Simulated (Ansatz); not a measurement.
**TiO2: energy against volume in PBE, exact exchange and the RPA**

The task here is to estimate one member of a computed series from the others.

Code: Ansatz 0.2.0. PBE orbitals, norm-conserving pseudopotentials, plane waves. These are computed values for a spin-unpolarised cell that may be hypothetical; none is a measurement.

### The structure to begin with

The cell was relaxed beforehand with r2SCAN; volume changes: +0 %, -5 %, +5 %, -10 %, +10 %.

Space group Fm-3m (No. 225), cubic; conventional cell a = 4.794 Å, 9.18 Å³ an atom. Around Ti lie 8 O at 2.08 Å; around O lie 4 Ti at 2.08 Å.

Structure file:

```xyz
3
Lattice="0.0000 2.3968 2.3968 2.3968 0.0000 2.3968 2.3968 2.3968 0.0000" Properties=species:S:1:pos:R:3 pbc="T T T"
Ti    0.0000    0.0000    0.0000
O     1.1984    1.1984    1.1984
O     3.5952    3.5952    3.5952
```

Set-up of the first run:

input.yaml

```yaml
crystal:
  lattice:
    - [0.0, 2.3968272541, 2.3968272541]
    - [2.3968272541, 0.0, 2.3968272541]
    - [2.3968272541, 2.3968272541, 0.0]
  atoms:
    - { symbol: Ti, position: [0.0, 0.0, 0.0] }
    - { symbol: O, position: [0.25, 0.25, 0.25] }
    - { symbol: O, position: [0.75, 0.75, 0.75] }
kpoints:
  mp_grid: { grid: [6, 6, 6] }
hamiltonian:
  xc: pbe
  pseudopotentials: { kind: nc }
scf:
  occupations: { method: fixed }
output:
  rpa_energy:
    ecut_chi_ladder: [196, 220, 243, 270, 297]
    long_wavelength: optical_limit
basis:
  ecutwfc: 1240.0
```

Among the steps run: The unscaled cell; Volume -5 %; Volume +5 %; Volume -10 %; Volume +10 %.

One of the session's tables, all rows but one given; the rest of the session is left out.

Energies in meV/atom from the unscaled cell:

| volume (Å³/atom) | PBE | exact exchange | EXX+RPA | RPA correlation |
| --- | --- | --- | --- | --- |
| 8.262 | 127.2 | 41.4 | 104.3 | 62.9 |
| 8.721 | ? | ? | ? | ? |
| 9.179 | 0.0 | 0.0 | 0.0 | 0.0 |
| 9.638 | 1.4 | 53.1 | 14.2 | -38.9 |
| 10.097 | 33.1 | 141.4 | 53.1 | -88.3 |

Estimate the missing values for volume (Å³/atom) = 8.721.

Worked estimate for «PBE». A straight line through the neighbours (8.262, 127.2) and (9.179, 0.0) gives 127.2 + (0.0 − 127.2) × (8.721 − 8.262) / (9.179 − 8.262) = 63.5; a parabola fitted to 3 rows on both sides gives 41.9.

As computed: PBE: 38.1; exact exchange: -8.3; EXX+RPA: 30.5; RPA correlation: 38.9. In «PBE» the line misses by +25.4 and the parabola by +3.8.

Caveats from the session: The curve is too rough to resolve B₀ and B₀′ of EXX+RPA; its minimum, near 9.3 Å³/atom, is a rough guide.
